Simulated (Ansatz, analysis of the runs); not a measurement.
# A homologous series of junctions, from SiH2(OSiH2)1 chain with amine ends, between Au (111) faces with adatoms

How fast does the conductance fall as the molecule grows?

Method: DFT PBE, plane waves, PAW; relaxation of a junction, electrodes held but for their tips, in the first sound run; inputs show where later runs differ, in Ansatz 0.2.0.

This is a report of a sequence of runs, with most program output left out.

## 1. The starting structure

The cell holds 87 atoms: 74 Au, 2 N, 2 Si, 1 O and 8 H. Cell: a = 8.825 Å, b = 8.825 Å, c = 30.593 Å, α = 90.0°, β = 90.0°, γ = 60.0°. Electrodes: Au (111) 3x3 face with an adatom; the apex atoms were set 9.313 Å apart; the free molecule is N[SiH2]O[SiH2]N. Regions: lower lead, 37 atoms (37 Au); bridge, 13 atoms (2 N, 2 Si, 1 O and 8 H); upper lead, 37 atoms (37 Au). The structure is stacked along c, and the current runs across the ab planes.

## 2. Relaxing the junction, 87 atoms, molecule siloxane 1, amine ends, units 1

The bridge and the electrodes' tips relax, while 72 atoms stay at the lead's spacing, so that the ends still repeat as a lead.

input.yaml reads:

```yaml
crystal:
  lattice:
    - [8.8246926292, 0.0, 0.0]
    - [4.4123463146, 7.6424079975, 0.0]
    - [0.0, 0.0, 30.592687203]
  atoms:
    - { symbol: Au, position: [0.722222222, 0.722222222, 0.0] }
    - { symbol: Au, position: [0.722222222, 0.055555556, 0.0] }
    - { symbol: Au, position: [0.722222222, 0.388888889, 0.0] }
    - { symbol: Au, position: [0.055555556, 0.722222222, 0.0] }
    - { symbol: Au, position: [0.055555556, 0.055555556, 0.0] }
    - { symbol: Au, position: [0.055555556, 0.388888889, 0.0] }
    - { symbol: Au, position: [0.388888889, 0.722222222, 0.0] }
    - { symbol: Au, position: [0.388888889, 0.055555556, 0.0] }
    - { symbol: Au, position: [0.388888889, 0.388888889, 0.0] }
    - { symbol: Au, position: [0.833333333, 0.833333333, 0.07850821] }
    - { symbol: Au, position: [0.833333333, 0.166666667, 0.07850821] }
    - { symbol: Au, position: [0.833333333, 0.5, 0.07850821] }
    - { symbol: Au, position: [0.166666667, 0.833333333, 0.07850821] }
    - { symbol: Au, position: [0.166666667, 0.166666667, 0.07850821] }
    - { symbol: Au, position: [0.166666667, 0.5, 0.07850821] }
    - { symbol: Au, position: [0.5, 0.833333333, 0.07850821] }
    - { symbol: Au, position: [0.5, 0.166666667, 0.07850821] }
    - { symbol: Au, position: [0.5, 0.5, 0.07850821] }
    - { symbol: Au, position: [0.944444444, 0.944444444, 0.157016421] }
    - { symbol: Au, position: [0.944444444, 0.277777778, 0.157016421] }
    - { symbol: Au, position: [0.944444444, 0.611111111, 0.157016421] }
    - { symbol: Au, position: [0.277777778, 0.944444444, 0.157016421] }
    - { symbol: Au, position: [0.277777778, 0.277777778, 0.157016421] }
    - { symbol: Au, position: [0.277777778, 0.611111111, 0.157016421] }
    - { symbol: Au, position: [0.611111111, 0.944444444, 0.157016421] }
    - { symbol: Au, position: [0.611111111, 0.277777778, 0.157016421] }
    - { symbol: Au, position: [0.611111111, 0.611111111, 0.157016421] }
    - { symbol: Au, position: [0.055555556, 0.055555556, 0.235524631] }
    - { symbol: Au, position: [0.055555556, 0.388888889, 0.235524631] }
    - { symbol: Au, position: [0.055555556, 0.722222222, 0.235524631] }
    - { symbol: Au, position: [0.388888889, 0.055555556, 0.235524631] }
    - { symbol: Au, position: [0.388888889, 0.388888889, 0.235524631] }
    - { symbol: Au, position: [0.388888889, 0.722222222, 0.235524631] }
    - { symbol: Au, position: [0.722222222, 0.055555556, 0.235524631] }
    - { symbol: Au, position: [0.722222222, 0.388888889, 0.235524631] }
    - { symbol: Au, position: [0.722222222, 0.722222222, 0.235524631] }
    - { symbol: Au, position: [0.5, 0.5, 0.308537266] }
    - { symbol: "N", position: [0.428902914, 0.500036613, 0.377973051] }
    - { symbol: Si, position: [0.583219264, 0.500026985, 0.410723344] }
    - { symbol: O, position: [0.513863037, 0.500028075, 0.460745813] }
    - { symbol: Si, position: [0.583225448, 0.50001713, 0.510768038] }
    - { symbol: "N", position: [0.428921545, 0.50000318, 0.543518575] }
    - { symbol: H, position: [0.311677677, 0.605999693, 0.385614192] }
    - { symbol: H, position: [0.417606217, 0.394098133, 0.385619401] }
    - { symbol: H, position: [0.750564948, 0.33843827, 0.402288097] }
    - { symbol: H, position: [0.588991082, 0.661609051, 0.402288808] }
    - { symbol: H, position: [0.750578146, 0.338431664, 0.519200854] }
    - { symbol: H, position: [0.58898699, 0.661602047, 0.51920558] }
    - { symbol: H, position: [0.41764853, 0.394049449, 0.53587366] }
    - { symbol: H, position: [0.311687804, 0.605950457, 0.535874784] }
    - { symbol: Au, position: [0.5, 0.5, 0.612954523] }
    - { symbol: Au, position: [0.277777778, 0.277777778, 0.685967159] }
    - { symbol: Au, position: [0.277777778, 0.611111111, 0.685967159] }
    - { symbol: Au, position: [0.277777778, 0.944444444, 0.685967159] }
    - { symbol: Au, position: [0.611111111, 0.277777778, 0.685967159] }
    - { symbol: Au, position: [0.611111111, 0.611111111, 0.685967159] }
    - { symbol: Au, position: [0.611111111, 0.944444444, 0.685967159] }
    - { symbol: Au, position: [0.944444444, 0.277777778, 0.685967159] }
    - { symbol: Au, position: [0.944444444, 0.611111111, 0.685967159] }
    - { symbol: Au, position: [0.944444444, 0.944444444, 0.685967159] }
    - { symbol: Au, position: [0.388888889, 0.388888889, 0.764475369] }
    - { symbol: Au, position: [0.388888889, 0.722222222, 0.764475369] }
    - { symbol: Au, position: [0.388888889, 0.055555556, 0.764475369] }
    - { symbol: Au, position: [0.722222222, 0.388888889, 0.764475369] }
    - { symbol: Au, position: [0.722222222, 0.722222222, 0.764475369] }
    - { symbol: Au, position: [0.722222222, 0.055555556, 0.764475369] }
    - { symbol: Au, position: [0.055555556, 0.388888889, 0.764475369] }
    - { symbol: Au, position: [0.055555556, 0.722222222, 0.764475369] }
    - { symbol: Au, position: [0.055555556, 0.055555556, 0.764475369] }
    - { symbol: Au, position: [0.5, 0.5, 0.842983579] }
    - { symbol: Au, position: [0.5, 0.833333333, 0.842983579] }
    - { symbol: Au, position: [0.5, 0.166666667, 0.842983579] }
    - { symbol: Au, position: [0.833333333, 0.5, 0.842983579] }
    - { symbol: Au, position: [0.833333333, 0.833333333, 0.842983579] }
    - { symbol: Au, position: [0.833333333, 0.166666667, 0.842983579] }
    - { symbol: Au, position: [0.166666667, 0.5, 0.842983579] }
    - { symbol: Au, position: [0.166666667, 0.833333333, 0.842983579] }
    - { symbol: Au, position: [0.166666667, 0.166666667, 0.842983579] }
    - { symbol: Au, position: [0.611111111, 0.611111111, 0.92149179] }
    - { symbol: Au, position: [0.611111111, 0.944444444, 0.92149179] }
    - { symbol: Au, position: [0.611111111, 0.277777778, 0.92149179] }
    - { symbol: Au, position: [0.944444444, 0.611111111, 0.92149179] }
    - { symbol: Au, position: [0.944444444, 0.944444444, 0.92149179] }
    - { symbol: Au, position: [0.944444444, 0.277777778, 0.92149179] }
    - { symbol: Au, position: [0.277777778, 0.611111111, 0.92149179] }
    - { symbol: Au, position: [0.277777778, 0.944444444, 0.92149179] }
    - { symbol: Au, position: [0.277777778, 0.277777778, 0.92149179] }
kpoints:
  mp_grid: { grid: [2, 2, 1] }
scf:
  occupations: { method: fermi_dirac, width: 0.1 }
hamiltonian:
  xc: pbe
relax:
  constraints:
    - { sites: [0, 1, 2, 3, 4, 5, 6, 7, 8, 9, 10, 11, 12, 13, 14, 15, 16, 17, 18, 19, 20, 21, 22, 23, 24, 25, 26, 27, 28, 29, 30, 31, 32, 33, 34, 35, 51, 52, 53, 54, 55, 56, 57, 58, 59, 60, 61, 62, 63, 64, 65, 66, 67, 68, 69, 70, 71, 72, 73, 74, 75, 76, 77, 78, 79, 80, 81, 82, 83, 84, 85, 86] }
  f_tol: 0.05
  max_steps: 35
```

The run is started by

```bash
> ansatz run input.yaml --threads 16 --pin off --max-ram 61440MiB --backend cuda --events-out ev --progress --plain --runs-dir out --max-vram 78GiB
```

Wall time 14 s (1 × NVIDIA GB200 with 16 threads of Arm Neoverse V2, shared host); peak memory 1.9 GiB; 43 s of CPU time.

The steps of the relaxation:

| step | energy less that of the first step (eV) | largest force component (eV/Å) |
| --- | --- | --- |
| 1 | 0.0000 | 1.5478 |
| 2 | -0.2949 | 0.8216 |
| 3 | -0.3943 | 0.4004 |
| 4 | -0.4529 | 0.1737 |
| 5 | -0.4556 | 0.0618 |
| 6 | -0.4561 | 0.0711 |
| 7 | -0.4580 | 0.0097 |

The atoms that moved most (Å):

| atom | dx | dy | dz | length |
| --- | --- | --- | --- | --- |
| H49 | -0.034 | -0.114 | 0.251 | 0.277 |
| H43 | -0.034 | 0.114 | -0.251 | 0.277 |
| O40 | 0.274 | 0.000 | 0.000 | 0.274 |
| H50 | -0.133 | -0.079 | 0.216 | 0.266 |
| H44 | -0.133 | 0.079 | -0.216 | 0.266 |
| H46 | 0.067 | -0.028 | -0.146 | 0.163 |
| H47 | 0.067 | 0.027 | 0.146 | 0.163 |
| H48 | -0.039 | 0.050 | 0.149 | 0.162 |

Numbers from this step:

* energy at zero smearing: -975779.2236 eV

The largest force component on a free atom ends at 0.010 eV/Å, under the limit of 0.05. The apex atoms end 9.45 Å apart, and their nearest bridge atoms lie at 2.28 Å (Au–N) and 2.28 Å (Au–N).

## 3. Transmission, 87 atoms, molecule siloxane 1, amine ends, units 1

This step: DFT PBE, plane waves, PAW; transmission of a junction between electrodes (Ansatz 0.2.0).

The cell is now read as a scatterer between two semi-infinite leads, named by two sites one period apart. The scattering states in its self-consistent potential are matched to the leads' states at each energy. A mesh across the current samples the surface zone of the faces.

Edit input.yaml of step 2 so:

```diff
@@ -42,17 +42,17 @@
     - { symbol: Au, position: [0.722222222, 0.722222222, 0.235524631] }
-    - { symbol: Au, position: [0.5, 0.5, 0.308537266] }
-    - { symbol: "N", position: [0.428902914, 0.500036613, 0.377973051] }
-    - { symbol: Si, position: [0.583219264, 0.500026985, 0.410723344] }
-    - { symbol: O, position: [0.513863037, 0.500028075, 0.460745813] }
-    - { symbol: Si, position: [0.583225448, 0.50001713, 0.510768038] }
-    - { symbol: "N", position: [0.428921545, 0.50000318, 0.543518575] }
-    - { symbol: H, position: [0.311677677, 0.605999693, 0.385614192] }
-    - { symbol: H, position: [0.417606217, 0.394098133, 0.385619401] }
-    - { symbol: H, position: [0.750564948, 0.33843827, 0.402288097] }
-    - { symbol: H, position: [0.588991082, 0.661609051, 0.402288808] }
-    - { symbol: H, position: [0.750578146, 0.338431664, 0.519200854] }
-    - { symbol: H, position: [0.58898699, 0.661602047, 0.51920558] }
-    - { symbol: H, position: [0.41764853, 0.394049449, 0.53587366] }
-    - { symbol: H, position: [0.311687804, 0.605950457, 0.535874784] }
-    - { symbol: Au, position: [0.5, 0.5, 0.612954523] }
+    - { symbol: Au, position: [0.5107793607, 0.4949206686, 0.3062220777] }
+    - { symbol: "N", position: [0.4185138365, 0.5078475832, 0.3764101124] }
+    - { symbol: Si, position: [0.5889087279, 0.4989819446, 0.4083861579] }
+    - { symbol: O, position: [0.5448525437, 0.5000473366, 0.4607452779] }
+    - { symbol: Si, position: [0.5878685393, 0.5010658366, 0.5131042962] }
+    - { symbol: "N", position: [0.4263506981, 0.4921803812, 0.5450805181] }
+    - { symbol: H, position: [0.3004313546, 0.6208762161, 0.3774224381] }
+    - { symbol: H, position: [0.3973927329, 0.4044063182, 0.3785517194] }
+    - { symbol: H, position: [0.7494412228, 0.3318721956, 0.3974299101] }
+    - { symbol: H, position: [0.5983499996, 0.6580085609, 0.3975122328] }
+    - { symbol: H, position: [0.7563367496, 0.3420248772, 0.5239694982] }
+    - { symbol: H, position: [0.5813059025, 0.6681614265, 0.5240691445] }
+    - { symbol: H, position: [0.4212980806, 0.3791516227, 0.5440636742] }
+    - { symbol: H, position: [0.301787061, 0.5956213402, 0.5429418992] }
+    - { symbol: Au, position: [0.5057012593, 0.5050744979, 0.6152696013] }
     - { symbol: Au, position: [0.277777778, 0.277777778, 0.685967159] }
@@ -94,3 +94,3 @@
 kpoints:
-  mp_grid: { grid: [2, 2, 1] }
+  mp_grid: { grid: [4, 4, 1] }
 scf:
@@ -99,6 +99,7 @@
   xc: pbe
-relax:
-  constraints:
-    - { sites: [0, 1, 2, 3, 4, 5, 6, 7, 8, 9, 10, 11, 12, 13, 14, 15, 16, 17, 18, 19, 20, 21, 22, 23, 24, 25, 26, 27, 28, 29, 30, 31, 32, 33, 34, 35, 51, 52, 53, 54, 55, 56, 57, 58, 59, 60, 61, 62, 63, 64, 65, 66, 67, 68, 69, 70, 71, 72, 73, 74, 75, 76, 77, 78, 79, 80, 81, 82, 83, 84, 85, 86] }
-  f_tol: 0.05
-  max_steps: 35
+output:
+  transmission: { leads: [[78, 0]], e_range: [-0.7, 0.7], de: 0.035, kmesh: [4, 4] }
+  dos: { projected: true, e_range: [-5, 4] }
+  write_potential: true
+  write_density: true
+  volumetric_format: npy
```

Wall time 7.8 min (1 × NVIDIA GB200 with 16 threads); peak memory 18 GiB.

This step gave:

```yaml
energy_at_zero_smearing: -975781.4863 eV
transmission_at_the_energy_nearest_the_fermi_level_one_spin: 8.73e-4
step_of_the_lead_s_hamiltonian: 23.2 meV
conductance_of_the_junction: 8.76e-4 G₀
conductance_of_the_bulk_lead_a_3x3_cell_mean_over_the_mesh: 7.682 G₀
channels_of_the_bulk_lead_one_spin_mean_over_the_mesh: 7.688
```

Table of transmission, one spin by energy, zero at the Fermi level:

| energy (eV) | transmission, one spin |
| --- | --- |
| -0.700 | 6.0e-4 |
| -0.665 | 6.1e-4 |
| -0.595 | 6.5e-4 |
| -0.560 | 6.8e-4 |
| -0.490 | 7.1e-4 |
| -0.455 | 6.9e-4 |
| -0.420 | 6.8e-4 |
| -0.350 | 6.6e-4 |
| -0.315 | 6.7e-4 |
| -0.280 | 6.9e-4 |
| -0.210 | 7.2e-4 |
| -0.175 | 7.4e-4 |
| -0.105 | 7.8e-4 |
| -0.070 | 8.1e-4 |
| -0.035 | 8.4e-4 |
| 0.000 | 8.7e-4 |
| 0.035 | 9.1e-4 |
| 0.070 | 9.6e-4 |
| 0.105 | 1.0e-3 |
| 0.175 | 0.00115 |
| 0.210 | 0.00143 |
| 0.280 | 0.00105 |
| 0.315 | 9.6e-4 |
| 0.350 | 9.4e-4 |
| 0.420 | 9.6e-4 |
| 0.455 | 9.9e-4 |
| 0.490 | 0.00102 |
| 0.560 | 0.00112 |
| 0.595 | 0.00117 |
| 0.665 | 0.0013 |
| 0.700 | 0.00137 |

Open channels of the lead, one spin against energy, zero at the Fermi level:

| energy (eV) | open channels of the lead, one spin |
| --- | --- |
| -0.700 | 5.69 |
| -0.630 | 5.81 |
| -0.560 | 5.81 |
| -0.490 | 5.81 |
| -0.420 | 6.56 |
| -0.350 | 6.56 |
| -0.315 | 7.31 |
| -0.245 | 7.69 |
| -0.175 | 7.69 |
| -0.105 | 7.69 |
| -0.035 | 7.69 |
| 0.000 | 7.69 |
| 0.035 | 7.69 |
| 0.105 | 7.69 |
| 0.175 | 7.69 |
| 0.245 | 7.31 |
| 0.315 | 7.31 |
| 0.350 | 7.31 |
| 0.420 | 7.31 |
| 0.490 | 7.31 |
| 0.560 | 7.31 |
| 0.630 | 7.31 |
| 0.700 | 7.31 |

The planar mean of the electrostatic potential energy, less the Fermi level oscillates, so the rows of the table below give means over windows of 1 Å about each position, cut where the curve ends. Its maxima inside the range that stand out by 2 % of the span (Å: eV): 1.1: 0.833, 3.5: 0.863, 5.9: 0.895, 8.8: 2.86, 10.3: 3.49, 13.5: 2.47, 17.7: 3.53, 19.5: 2.95, 22.2: 0.909, 24.5: 0.793, 26.9: 0.799, 29.5: 0.830. Its minima: 2.4: -16.2, 4.7: -15.9, 7.1: -15.7, 9.5: 2.30, 12.3: 0.326, 16.0: 0.269, 18.7: 2.3, 21.0: -16.0, 23.4: -16.2, 25.8: -16.2, 28.3: -15.8.

The planar mean of the electrostatic potential energy, less the Fermi level by z; means over each step:

| z (Å) | planar mean of the electrostatic potential energy, less the Fermi level (eV) |
| --- | --- |
| 0 | -13.8 |
| 1 | -2.70 |
| 2 | -10.8 |
| 3 | -7.84 |
| 4 | -4.77 |
| 5 | -13.0 |
| 6 | -1.88 |
| 7 | -12.8 |
| 8 | -4.03 |
| 9 | 2.60 |
| 10 | 2.93 |
| 11 | 2.49 |
| 12 | 0.529 |
| 13 | 1.58 |
| 14 | 2.22 |
| 15 | 1.89 |
| 16 | 0.517 |
| 17 | 1.99 |
| 18 | 3.13 |
| 19 | 2.52 |
| 20 | -1.29 |
| 21 | -13.7 |
| 22 | -2.41 |
| 23 | -11.0 |
| 24 | -7.73 |
| 25 | -4.93 |
| 26 | -13.1 |
| 27 | -1.69 |
| 28 | -13.0 |
| 29 | -4.82 |
| 30 | -7.60 |

By hand: the program gives 1.0059 × 10^11 S/m² over the cell's cross-section of 67.44 Å² = 6.744 × 10^-19 m², so one cell conducts 6.784 × 10^-8 S. Divided by G0 = 2e²/h = 7.748 × 10^-5 S this is 8.8e-4 G0, a resistance of 14741 kΩ.

The conductance is 8.8e-4 G₀. The value hangs on where a semilocal functional puts the molecule's levels, which is known only roughly. The lead's Hamiltonian steps by 23.2 meV, which the program lets pass, though it counts in the error estimate. The largest term of the program's error estimate is 70 %, from band edges of the leads and from resonances.

## 4. Landauer integrals, 87 atoms

This step: Landauer integrals over the computed T(E), interpolated linearly between its energies (analysis of the runs above).

Conductance and thermopower are moments of T(E) over the thermal window; sliding the window along E stands for a gate that leaves T(E) rigid.

Numbers from this step:

| Quantity | Value |
| --- | --- |
| conductance at 300 K, interpolated from T(E) | 8.78e-4 G₀ |
| thermopower at 300 K | -8.774 μV/K |
| Lorenz number over L0 | 1.014 |

T(E) held rigid; rough near sharp steps of T(E). The conductance at 300 K by shift of the leads' level:

| shift of the leads' level (eV) | conductance at 300 K (G₀) |
| --- | --- |
| -0.350 | 6.7e-4 |
| -0.300 | 6.8e-4 |
| -0.250 | 7.0e-4 |
| -0.200 | 7.3e-4 |
| -0.150 | 7.6e-4 |
| -0.100 | 7.9e-4 |
| -0.050 | 8.3e-4 |
| 0.000 | 8.8e-4 |
| 0.050 | 9.4e-4 |
| 0.100 | 0.00101 |
| 0.150 | 0.00111 |
| 0.200 | 0.00123 |
| 0.250 | 0.00119 |
| 0.300 | 0.00105 |
| 0.350 | 9.7e-4 |

T(E) held rigid; rough near sharp steps of T(E). Table of thermopower at 300 K by shift of the leads' level:

| shift of the leads' level (eV) | thermopower at 300 K (μV/K) |
| --- | --- |
| -0.350 | -0.706 |
| -0.300 | -3.20 |
| -0.250 | -4.67 |
| -0.200 | -5.57 |
| -0.150 | -6.19 |
| -0.100 | -6.87 |
| -0.050 | -7.67 |
| 0.000 | -8.77 |
| 0.050 | -10.2 |
| 0.100 | -12.4 |
| 0.150 | -14.6 |
| 0.200 | -5.68 |
| 0.250 | 12.3 |
| 0.300 | 15.3 |
| 0.350 | 6.20 |

The two levels move by half the bias each and T(E) is held rigid. Table of current from the zero-bias T(E) by bias:

| bias (V) | current from the zero-bias T(E) (μA) |
| --- | --- |
| 0.000 | 0 |
| 0.100 | 0.00682 |
| 0.200 | 0.0137 |
| 0.300 | 0.0208 |
| 0.400 | 0.0283 |
| 0.500 | 0.0358 |
| 0.600 | 0.0428 |
| 0.700 | 0.0493 |
| 0.800 | 0.0556 |

By hand, Mott's formula: S = −(π²k²T/3e) d ln T/dE, and π²k²T/3e = 7.33 μV/K × eV at 300 K. The computed T is 8.1e-4 at -0.070 eV and 9.6e-4 at +0.070 eV, so d ln T/dE ≈ 1.21 per eV and S ≈ -8.88 μV/K, against -8.77 from the integrals.

The thermopower is -8.77 μV/K. The Lorenz ratio is 1.01, where the Wiedemann-Franz law gives 1. These values rest on a semilocal level alignment and on the mesh across the current. Moving the level by up to 0.1 eV either way gives -12 to -6.9 μV/K.

(Part 1 of 3 ends here.)

[Logs are printed without paths, hosts, clocks, repeated set-up lines and the standing remarks that a program may print on its own settings, such as how far it seeks lower states.]

[Hosts, paths, dates, database ids (printed as entryN), source tags and the programs' standing remarks are cut or masked in the printed files.]
